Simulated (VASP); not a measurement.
# AlN (P6_3mc) in VASP: further runs

Runs on AlN. Level: PBE. Tasks: relaxation of cell and atoms.

All numbers are computed with VASP 6.6.1; they aren't measurements. Logs are shortened: lines on timing, memory, paths and dates and some standing lists are left out, and cuts for length are marked.

## (1) The crystal as given

Symmetry: P6_3mc, No. 186, hexagonal system. Conventional cell: a = 3.113 Å, b = 3.113 Å, c = 4.981 Å, α = 90.00°, β = 90.00°, γ = 120.00°. Around Al (site symmetry 3m) lie 4 N at 1.89 Å. Around N (site symmetry 3m) lie 4 Al at 1.89 Å.

## (2) Relaxation of cell and atoms, PBE

Input file INCAR:

```
  ALGO = Normal
  AMIX = 0.2
  EDIFF = 1E-7
  EDIFFG = -0.002
  ENCUT = 520
  GGA = PE
  IBRION = 2
  ISIF = 3
  ISMEAR = 0
  LASPH = True
  LCHARG = False
  LREAL = False
  LWAVE = False
  NELM = 80
  NSW = 80
  PREC = Accurate
  SIGMA = 0.02
```

Input file KPOINTS:

```
k-points
0
Gamma
  12 12 6
```

Input file POSCAR:

```
AlN
1.0
    3.1130000000      0.0000000000      0.0000000000
   -1.5565000000      2.6959370800      0.0000000000
    0.0000000000      0.0000000000      4.9810000000
Al N
2 2
Direct
    0.3333333300      0.6666666700      0.0000000000
    0.6666666700      0.3333333300      0.5000000000
    0.3333333300      0.6666666700      0.3800000000
    0.6666666700      0.3333333300      0.8800000000
```

Potentials or basis: VASP PAW PBE potentials, release 64 (Al, N).

Command:

```bash
cat potpaw_PBE.64/Al/POTCAR potpaw_PBE.64/N/POTCAR > POTCAR
mpirun -np 1 vasp_std > vasp.out
```

OUTCAR:

```text
AMIX = 0.2
   EDIFF = 1E-7
   EDIFFG = -0.002
   ENCUT = 520
   GGA = PE
   IBRION = 2
   ISIF = 3
   ISMEAR = 0
   LASPH = True
   LREAL = False
   NELM = 80
   NSW = 80
   PREC = Accurate

 ion  position               nearest neighbor table
   1  0.333  0.667  0.000-   3 1.89   4 1.89   4 1.89   4 1.89   2 3.07   2 3.07   2 3.07   2 3.07
                             2 3.07   2 3.07
   2  0.667  0.333  0.500-   4 1.89   3 1.89   3 1.89   3 1.89   1 3.07   1 3.07   1 3.07   1 3.07
                             1 3.07   1 3.07
   3  0.333  0.667  0.380-   1 1.89   2 1.89   2 1.89   2 1.89
   4  0.667  0.333  0.880-   2 1.89   1 1.89   1 1.89   1 1.89

  LATTYP: Found a hexagonal cell.
 ALAT       =     3.1130000000
 C/A-ratio  =     1.6000642467

  Lattice vectors:

 A1 = (   3.1130000000,   0.0000000000,   0.0000000000)
 A2 = (  -1.5565000000,   2.6959370800,   0.0000000000)
 A3 = (   0.0000000000,   0.0000000000,   4.9810000000)

Analysis of symmetry for initial positions (statically):
=====================================================================
 Subroutine PRICEL returns:
 Original cell was already a primitive cell.

 Routine SETGRP: Setting up the symmetry group for a
 hexagonal supercell.

 Subroutine GETGRP returns: Found 12 space group operations
 (whereof  6 operations were pure point group operations)
 out of a pool of 24 trial point group operations.

The static configuration has the point symmetry C_3v.
 The point group associated with its full space group is C_6v.

Analysis of symmetry for dynamics (positions and initial velocities):
=====================================================================
 Subroutine PRICEL returns:
 Original cell was already a primitive cell.

 Routine SETGRP: Setting up the symmetry group for a
 hexagonal supercell.

 Subroutine GETGRP returns: Found 12 space group operations
 (whereof  6 operations were pure point group operations)
 out of a pool of 24 trial point group operations.

The dynamic configuration has the point symmetry C_3v.
 The point group associated with its full space group is C_6v.

 Subroutine INISYM returns: Found 12 space group operations
 (whereof  6 operations are pure point group operations),
 and found     1 'primitive' translations

----------------------------------------------------------------------------------------

                                     Primitive cell

  volume of cell :      41.8028

  direct lattice vectors                    reciprocal lattice vectors
     3.113000000  0.000000000  0.000000000     0.321233537  0.185464269  0.000000000
    -1.556500000  2.695937080  0.000000000     0.000000000  0.370928538  0.000000000
     0.000000000  0.000000000  4.981000000     0.000000000  0.000000000  0.200762899

  length of vectors
     3.113000000  3.112999998  4.981000000     0.370928538  0.370928538  0.200762899

  position of ions in fractional coordinates (direct lattice)
     0.333333330  0.666666670  0.000000000
     0.666666670  0.333333330  0.500000000
     0.333333330  0.666666670  0.380000000
     0.666666670  0.333333330  0.880000000

  ion indices of the primitive-cell ions
   primitive index   ion index
                 1           1
                 2           2
                 3           3
                 4           4

----------------------------------------------------------------------------------------

 KPOINTS: k-points

Automatic generation of k-mesh.
 Grid dimensions read from file:
 generate k-points for:   12   12    6

 Generating k-lattice:

  Cartesian coordinates                     Fractional coordinates (reciprocal lattice)
     0.026769461  0.015455356  0.000000000     0.083333333 -0.000000000  0.000000000
     0.000000000  0.030910712  0.000000000     0.000000000  0.083333333  0.000000000
     0.000000000  0.000000000  0.033460483     0.000000000  0.000000000  0.166666667

  Length of vectors
     0.030910711  0.030910712  0.033460483

  Shift w.r.t. Gamma in fractional coordinates (k-lattice)
     0.000000000  0.000000000  0.000000000

 Subroutine IBZKPT returns following result:
 ===========================================

 Found     76 irreducible k-points:

 Following reciprocal coordinates:
            Coordinates               Weight
  0.000000  0.000000  0.000000      1.000000
  0.083333  0.000000  0.000000      6.000000
  0.166667  0.000000  0.000000      6.000000
  0.250000  0.000000  0.000000      6.000000
  0.333333  0.000000  0.000000      6.000000
  0.416667  0.000000  0.000000      6.000000
[... 16 lines left out ...]
  0.250000  0.000000  0.166667     12.000000
  0.333333  0.000000  0.166667     12.000000
 [... further k-points ...]
   k-points           NKPTS =     76   k-points in BZ     NKDIM =     76   number of bands    NBANDS=     12
   number of dos      NEDOS =    301   number of ions     NIONS =      4
   total plane-waves  NPLWV =  23040
   dimension x,y,z NGX =    24 NGY =   24 NGZ =   40
   dimension x,y,z NGXF=    48 NGYF=   48 NGZF=   80
   ions per type =               2   2
   NGX,Y,Z   is equivalent  to a cutoff of  12.82, 12.82, 13.35 a.u.
   NGXF,Y,Z  is equivalent  to a cutoff of  25.63, 25.63, 26.70 a.u.
 SYSTEM =  unknown system
   PREC   = accura    normal or accurate (medium, high low for compatibility)
   ISTART =      0    job   : 0-new  1-cont  2-samecut
   ICHARG =      2    charge: 1-file 2-atom 10-const
   ISPIN  =      1    spin polarized calculation?
   LNONCOLLINEAR =      F non collinear calculations
   LSORBIT =      F    spin-orbit coupling
   LASPH  =      T    aspherical Exc in radial PAW
   ENCUT  =  520.0 eV  38.22 Ry    6.18 a.u.   5.79  5.79  9.26*2*pi/ulx,y,z
   NELM   =     80;   NELMIN=  2; NELMDL= -5     # of ELM steps
   EDIFF  = 0.1E-06   stopping-criterion for ELM
   LREAL  =      F    real-space projection
   EDIFFG = -.2E-02   stopping-criterion for IOM
   NSW    =     80    number of steps for IOM
   IBRION =      2    ionic relax: 0-MD 1-quasi-New 2-CG
   NFREE  =      1    steps in history (QN), initial steepest desc. (CG)
   ISIF   =      3    stress and relaxation
   ISYM   =      2    0-nonsym 1-usesym 2-fastsym
   POTIM  = 0.5000    time-step for ionic-motion
   TEBEG  =    0.0;   TEEND  =   0.0 temperature during run
   PSTRESS=    0.0 pullay stress
   NELECT =      16.0000    total number of electrons
   NUPDOWN=      -1.0000    fix difference up-down
   EMIN   =  10.00;   EMAX   =-10.00  energy-range for DOS
   EFERMI =   0.00;   METHOD = LEGACY
   ISMEAR =     0;   SIGMA  =   0.02  broadening in eV -4-tet -1-fermi 0-gaus
   EFERMI_NEDOS =   21; number of points for ismear=-14 and -15
   IALGO  =     38    algorithm
   IMIX   =      4    mixing-type and parameters
     AMIX     =   0.20;   BMIX     =  1.00
     AMIX_MAG =   0.80;   BMIX_MAG =  1.00
  volume/ion in A,a.u.               =      10.45        70.52
  Fermi-wavevector in a.u.,A,eV,Ry     =   1.188629  2.246183 19.222843  1.412839
  Thomas-Fermi vector in A             =   2.324754
   LORBIT       =      0    0 simple, 1 ext, 2 COOP (PROOUT), +10 PAW based schemes
   GGA     = PE    functional components
   LHFCALC =     F    Hartree Fock is set to
   AEXX    =    0.0000 exact exchange contribution
   IVDW    =     0    specifies the selected vdW correction
   LEPSILON=     F    determine dielectric tensor
   LRPA    =     F    only Hartree local field effects (RPA)
 conjugate gradient relaxation of ions
 non-spin polarized calculation
 Gauss-broadening in eV      SIGMA  =   0.02
  energy-cutoff  :      520.00
  volume of cell :       41.80
 maximum number of plane-waves:      1152
 NGX is ok and might be reduce to    24
   NGX = 11   NGY = 11   NGZ = 19

--------------------------------------- Ionic step        1  -------------------------------------------

 number of electron      15.9999997 magnetization

 Free energy of the ion-electron system (eV)
  ---------------------------------------------------
  ext. energy  EPLUGINS =         0.00000000
  ---------------------------------------------------
  free energy    TOTEN  =       -29.77128316 eV

  energy without entropy =      -29.77128316  energy(sigma->0) =      -29.77128316

------------------------ aborting loop because EDIFF is reached ----------------------------------------

  FORCE on cell =-STRESS in cart. coord.  units (eV):
  Direction    XX          YY          ZZ          XY          YZ          ZX
  --------------------------------------------------------------------------------------
  -------------------------------------------------------------------------------------
  Total        0.7514965      0.7514965      1.1846769      0.0000000      0.0000000     -0.0000000
  in kB       28.8026298     28.8026297     45.4051488      0.0000000      0.0000000     -0.0000000
  external PRESSURE =      34.3368028 kB  Pullay stress =       0.0000000 kB
[... 251 lines left out ...]
  energy  without entropy=      -29.7801176390  energy(sigma->0) =      -29.78011764

--------------------------------------- Ionic step        8  -------------------------------------------

 number of electron      15.9999998 magnetization

 Free energy of the ion-electron system (eV)
  ---------------------------------------------------
  ext. energy  EPLUGINS =         0.00000000
  ---------------------------------------------------
  free energy    TOTEN  =       -29.78011843 eV

  energy without entropy =      -29.78011843  energy(sigma->0) =      -29.78011843

 E-fermi :   6.0774     XC(G=0): -10.8329

 val. band max:        5.9758903254   @ k =   0.0000   0.0000   0.0000
 cond. band min:      10.0322148064   @ k =   0.0000   0.0000   0.0000
 fundamental gap:      4.0563244811
 Fermi energy:         6.0773692505

 k-point     1 :       0.0000    0.0000    0.0000
  band No.  band energies     occupation
      1      -9.0981      2.00000
      2      -7.0122      2.00000
      3       0.0648      2.00000
      4       5.1327      2.00000
      5       5.1327      2.00000
      6       5.7750      2.00000
      7       5.7750      2.00000
      8       5.9759      2.00000
      9      10.0322      0.00000
     10      12.4993      0.00000
     11      16.4430      0.00000
     12      17.0159      0.00000
[... 331 lines left out ...]
 k-point    24 :       0.3333    0.0000    0.1667
  band No.  band energies     occupation
      1      -7.8042      2.00000
      2      -6.6104      2.00000
      3       1.1324      2.00000
      4       2.0799      2.00000
      5       2.6817      2.00000
      6       4.2368      2.00000
      7       5.1967      2.00000
      8       5.3313      2.00000
      9      11.7610      0.00000
     10      12.5781      0.00000
     11      14.3312      0.00000
     12      16.0182      0.00000

 [... further k-points ...]

------------------------ aborting loop because EDIFF is reached ----------------------------------------

  FORCE on cell =-STRESS in cart. coord.  units (eV):
  Direction    XX          YY          ZZ          XY          YZ          ZX
  --------------------------------------------------------------------------------------
  -------------------------------------------------------------------------------------
  Total        0.0000493      0.0000493     -0.0044401      0.0000000      0.0000000      0.0000000
  in kB        0.0018583      0.0018583     -0.1672979      0.0000000      0.0000000      0.0000000
  external PRESSURE =      -0.0545271 kB  Pullay stress =       0.0000000 kB
[... 19 lines left out ...]
  FREE ENERGIE OF THE ION-ELECTRON SYSTEM (eV)
  ---------------------------------------------------
  free  energy   TOTEN  =       -29.7801184337 eV

  energy  without entropy=      -29.7801184337  energy(sigma->0) =      -29.78011843

 reached required accuracy - stopping structural energy minimisation
```

Run time: 88 s. Hardware: 1 thread of Intel Xeon Platinum 8488C (Sapphire Rapids), shared host; peak memory 0.17 GiB.

What came out:

* Free energy: -29.7801 eV
* Relaxed volume: 10.63 Å³/atom
* Relaxed cell: a = 3.129 Å, b = 3.129 Å, c = 5.016 Å, α = 90.00°, β = 90.00°, γ = 120.00°
* Space group after relaxing (to 0.05 Å): P6_3mc (No. 186)
* Energy gained by relaxing: 2.2 meV/atom
* Ionic steps: 8
* Pressure after relaxing: 0.0 GPa
* Band gap on the k mesh: 4.06 eV, direct

The path:
```
step  energy change (eV)  largest force (eV/Å)  pressure (GPa)  volume (Å³)
   1              0.0000                0.1289            3.43        41.80
   2             -0.0020                0.0916           -2.86        43.17
   3             -0.0088                0.0028            0.00        42.52
   4             -0.0088                0.0050            0.07        42.51
   5             -0.0088                0.0070            0.02        42.51
   6             -0.0088                0.0077            0.02        42.51
   7             -0.0088                0.0026           -0.02        42.53
   8             -0.0088                0.0004           -0.01        42.52
```

Final structure:
```
Al N
1.0
     3.12856    0.00000    0.00000
    -1.56428    2.70941    0.00000
     0.00000    0.00000    5.01645
Al N
2 2
Direct
  0.33333 0.66667 0.99926
  0.66667 0.33333 0.49926
  0.33333 0.66667 0.38074
  0.66667 0.33333 0.88074
```

A k mesh can miss the band edges. PBE usually gives volumes a little too large and moduli too small.

## (3) Relaxation of cell and atoms, PBE

This run uses another cell than the first one, of 10.63 Å³/atom, 1.017 times its volume.

INCAR is that of step 2.

KPOINTS is that of step 2.

Input file POSCAR:

```
AlN                                     
1.0
    3.1285616310     -0.0000000000     -0.0000000000
   -1.5642808155      2.7094138477      0.0000000000
    0.0000000000      0.0000000000      5.0164547974
  Al              N             
     2     2
Direct
     0.3333333300000021    0.6666666699999979    0.9992557112149062
     0.6666666699999979    0.3333333300000021    0.4992557112149060
     0.3333333300000021    0.6666666699999979    0.3807442887850965
     0.6666666699999979    0.3333333300000021    0.8807442887850964
```

Potentials or basis: VASP PAW PBE potentials, release 64 (Al, N).

Command:

```bash
cat potpaw_PBE.64/Al/POTCAR potpaw_PBE.64/N/POTCAR > POTCAR
mpirun -np 1 vasp_std > vasp.out
```

Run time: 20 s. Hardware: 1 thread of Intel Xeon Platinum 8488C (Sapphire Rapids), shared host; peak memory 0.17 GiB.

The run converged. Its results:

* Free energy: -29.7805 eV
* Pressure after relaxing: 0.0 GPa
* Band gap on the k mesh: 4.06 eV, direct

Final structure:
```cif
data_structure
_symmetry_space_group_name_H-M 'P 1'
_symmetry_Int_Tables_number 1
_cell_length_a 3.1286
_cell_length_b 3.1286
_cell_length_c 5.0165
_cell_angle_alpha 90.000
_cell_angle_beta 90.000
_cell_angle_gamma 120.000
_cell_volume 42.52
loop_
_atom_site_label
_atom_site_type_symbol
_atom_site_fract_x
_atom_site_fract_y
_atom_site_fract_z
_atom_site_occupancy
Al1 Al 0.33333 0.66667 0.99926 1
Al2 Al 0.66667 0.33333 0.49926 1
N1 N 0.33333 0.66667 0.38074 1
N2 N 0.66667 0.33333 0.88074 1
```

Levels at points of the mesh, in eV from the valence-band top:
```tsv
k point	band 5	band 6	band 7	band 8	band 9	band 10	band 11	band 12
(0.00, 0.00, 0.00)	-0.84	-0.20	-0.20	0.00	4.06	6.52	10.47	11.04
(0.50, 0.00, 0.00)	-3.30	-2.05	-1.74	-0.68	5.76	5.77	8.04	10.15
(0.00, 0.00, 0.50)	-0.53	-0.53	-0.53	-0.53	6.32	6.32	10.18	10.18
(0.50, 0.00, 0.50)	-1.44	-1.44	-1.35	-1.35	5.25	5.25	9.15	9.15
```

Caveat: the relaxation stopped at its first step, so nothing moved.
